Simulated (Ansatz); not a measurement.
**MnS: course of a relaxation**

All numbers below come from DFT PBE, scalar-relativistic, plane waves, PAW (Ansatz 0.2.0). Settings: 420 eV cutoff, 8×8×8 k-mesh, Gaussian smearing of 0.10 eV, collinear spin.

What was changed: 4 of 4 Zr sites taken by Mn, cell and atoms relaxed.

With moments and this functional the run may sit in a state above the lowest one.

Command:

```bash
ansatz run input.yaml --threads 1 --pin off --max-ram 2560MiB --backend cpu --events-out ev --progress --plain --runs-dir out
```

Input:

```yaml
crystal:
  lattice:
    - [5.0926095871, 0.0, 0.0]
    - [0.0, -5.0926095871, 0.0]
    - [0.0, 0.0, -5.0926095871]
  atoms:
    - { symbol: Mn, position: [0.0, 1.0, 1.0], spin: 4.42 }
    - { symbol: Mn, position: [0.5, 0.5, 1.0], spin: 4.42 }
    - { symbol: Mn, position: [0.5, 1.0, 0.5], spin: 4.42 }
    - { symbol: Mn, position: [0.0, 0.5, 0.5], spin: 4.42 }
    - { symbol: S, position: [0.5, 0.0, 0.0], spin: 0.14 }
    - { symbol: S, position: [0.0, 0.5, 0.0], spin: 0.14 }
    - { symbol: S, position: [0.0, 0.0, 0.5], spin: 0.14 }
    - { symbol: S, position: [0.5, 0.5, 0.5], spin: 0.14 }
basis:
  ecutwfc: 420
kpoints:
  mp_grid: { grid: [8, 8, 8] }
hamiltonian:
  xc: pbe
scf:
  occupations: { method: gaussian, width: 0.1 }
output:
  forces: true
  stress: true
  eigenvalues: true
  populations: true
magnetization:
  spin_polarized: true
relax:
  adjacent_minimum: "off"
  f_tol: 0.015
  max_steps: 60
  cell: { stress_tol: 0.15 }
```

F is the free energy. Steps run on the plane waves of an earlier cell, but the last one, and at times one on the way, on a freshly chosen basis, so a repeated geometry can differ a little in energy.

Steps:

```json
{"step": "1", "F − F(1) (eV)": "0.0000", "largest force component (eV/Å)": "0.000", "V (Å³/atom)": "16.509", "P (GPa)": "0.55"}
{"step": "2", "F − F(1) (eV)": "-0.0015", "largest force component (eV/Å)": "0.000", "V (Å³/atom)": "16.591", "P (GPa)": "0.26"}
{"step": "3", "F − F(1) (eV)": "-0.0018", "largest force component (eV/Å)": "0.000", "V (Å³/atom)": "16.668", "P (GPa)": "-0.01"}
{"step": "4", "F − F(1) (eV)": "-0.0021", "largest force component (eV/Å)": "0.000", "V (Å³/atom)": "16.668", "P (GPa)": "-0.01"}
```

Relaxed structure:

```xyz
8
Lattice="5.1088 0.0000 0.0000 0.0000 -5.1088 0.0000 0.0000 0.0000 -5.1088" Properties=species:S:1:pos:R:3 pbc="T T T"
Mn    0.0000   -5.1088   -5.1088
Mn    2.5544   -2.5544   -5.1088
Mn    2.5544   -5.1088   -2.5544
Mn    0.0000   -2.5544   -2.5544
S     2.5544    0.0000    0.0000
S     0.0000   -2.5544    0.0000
S     0.0000    0.0000   -2.5544
S     2.5544   -2.5544   -2.5544
```

It takes space group Fm-3m (No. 225, cubic). Conventional cell: a = 5.109 Å, b = 5.109 Å, c = 5.109 Å, α = 90.00°, β = 90.00°, γ = 90.00°. Mn (site symmetry m-3m) has 6 S at 2.55 Å as nearest neighbours. Around S (site symmetry m-3m) lie 6 Mn at 2.55 Å.

The run converged. The run took 2.8 min on 1 thread of Arm Neoverse V2 (shared host), peak memory 0.69 GiB.